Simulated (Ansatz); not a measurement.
# ZrSe2: how the settings move a relaxation

Aim: see which settings change the result for ZrSe2, by how much, and at what cost.

The COD entry's cell or inner coordinates are ideal or old and differ from later refinements, so a difference from it is no clean test against experiment.

Method: reference: DFT, PBEsol, PAW with Ansatz's default frozen-core files, scalar-relativistic; relaxation of cell and atoms, in Ansatz 0.2.0.

## 1. Starting point

It takes space group P-3m1 (No. 164, trigonal). The conventional cell has a = 3.798 Å, b = 3.798 Å, c = 6.192 Å, α = 90.00°, β = 90.00°, γ = 120.00°. Around Zr (site symmetry -3m) lie 6 Se at 2.68 Å. Se (site symmetry 3m) has 3 Zr at 2.68 Å as nearest neighbours.

Structure file:

```cif
data_structure
_symmetry_space_group_name_H-M 'P-3m1'
_symmetry_Int_Tables_number 164
_cell_length_a 3.7980
_cell_length_b 3.7980
_cell_length_c 6.1920
_cell_angle_alpha 90.000
_cell_angle_beta 90.000
_cell_angle_gamma 120.000
_cell_volume 77.35
loop_
_atom_site_label
_atom_site_type_symbol
_atom_site_symmetry_multiplicity
_atom_site_Wyckoff_symbol
_atom_site_fract_x
_atom_site_fract_y
_atom_site_fract_z
_atom_site_occupancy
Zr1 Zr 1 a 0.00000 0.00000 0.00000 1
Se1 Se 2 d 0.33333 0.66667 0.25000 1
```

## 2. Baseline

File input.yaml:

```yaml
crystal:
  lattice:
    - [3.79800000001, 0.0, 0.0]
    - [-1.89900000001, 3.28916448358, 0.0]
    - [0.0, 0.0, 6.192]
  atoms:
    - { symbol: Zr, position: [0.0, 0.0, 0.0] }
    - { symbol: Se, position: [0.333333333333, 0.666666666667, 0.25] }
    - { symbol: Se, position: [0.666666666667, 0.333333333333, 0.75] }
kpoints:
  mp_grid: { grid: [12, 12, 6] }
scf:
  occupations: { method: fermi_dirac, width: 0.05 }
hamiltonian:
  xc: pbesol
  pseudopotentials: { kind: paw }
relax:
  f_tol: 0.002
  max_steps: 80
  cell: {}
output:
  forces: true
  stress: true
  write_density: true
  write_potential: true
  elf: true
  volumetric_format: npy
```

Launch:

```console
$ ansatz run input.yaml --threads 2 --pin off --max-ram 6144MiB --backend cpu --events-out ev --progress --plain --runs-dir out
```

## 3. Changing settings: chi_scale 0.1, ecutwfc 600 eV

Edit input.yaml of step 2 so:

```diff
@@ -13,2 +13,3 @@
   occupations: { method: fermi_dirac, width: 0.05 }
+  initial_density: { chi_scale: 0.1 }
 hamiltonian:
@@ -23,5 +24,3 @@
   stress: true
-  write_density: true
-  write_potential: true
-  elf: true
-  volumetric_format: npy
+basis:
+  ecutwfc: "600 eV"
```

Before running it: what results should come out? Wanted: for each run, ending; energy change; pressure; gap; force.

As calculated:

| run | ending | energy change | pressure (GPa) | gap (eV) | force (eV/Å) | cycles | time |
| --- | --- | --- | --- | --- | --- | --- | --- |
| reference | converged | 0 | 0.0 | 0.08 | 0.00 | 44 | 38 s |
| 1: chi_scale 0.1, ecutwfc 600 eV | converged | -0.6 meV/atom | 0.0 | 0.08 | 0.00 | 45 | 55 s |

Times don't compare one to one where runs were asked for different outputs or read a saved state (see the inputs); cycles may leave out searches for a lower state.

What this shows: Changing the start and cutoff moves the energy by -0.6 meV/atom.
